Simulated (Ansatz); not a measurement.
CaSe (started from an entry of an open crystallographic database) was relaxed with 5 functionals in the plane-wave code Ansatz, cell and atoms free, the symmetry of the start kept (meshes: PBE 6×6×6, r2SCAN 6×6×6, PBEsol 6×6×6, LDA 6×6×6, HSE06 4×4×4). No spin polarisation and no zero-point or thermal motion.

The r2SCAN result:
```cif
data_structure
_symmetry_space_group_name_H-M 'Fm-3m'
_symmetry_Int_Tables_number 225
_cell_length_a 5.9351
_cell_length_b 5.9351
_cell_length_c 5.9351
_cell_angle_alpha 90.000
_cell_angle_beta 90.000
_cell_angle_gamma 90.000
_cell_volume 209.06
loop_
_atom_site_label
_atom_site_type_symbol
_atom_site_symmetry_multiplicity
_atom_site_Wyckoff_symbol
_atom_site_fract_x
_atom_site_fract_y
_atom_site_fract_z
_atom_site_occupancy
Ca1 Ca 4 a 0.00000 0.00000 0.00000 1
Se1 Se 4 b 0.50000 0.00000 0.00000 1
```

Space group Fm-3m (No. 225), cubic; conventional cell a = 5.935 Å, 26.13 Å³ an atom. Ca is surrounded by 6 Se at 2.97 Å; Se is surrounded by 6 Ca at 2.97 Å.

Q: What lattice does LDA give?

A: a = 5.792 Å; the volume differs by -7.1 % from r2SCAN's. Ca has 6 Se at 2.90 Å; Se has 6 Ca at 2.90 Å.

Q: What lattice does PBE give?

A: a = 5.959 Å; the volume differs by +1.2 % from r2SCAN's. Ca is surrounded by 6 Se at 2.98 Å; Se is surrounded by 6 Ca at 2.98 Å.

Q: Held at the r2SCAN cell, what mean stress do LDA and PBE find, and does its sign point to their own minimum?

A: Yes. LDA -3.62 GPa, and its relaxed volume is -7.1 % from r2SCAN's; PBE +0.57 GPa, and its relaxed volume is +1.2 % from r2SCAN's. Compression counts positive, so a positive stress asks for a larger cell.
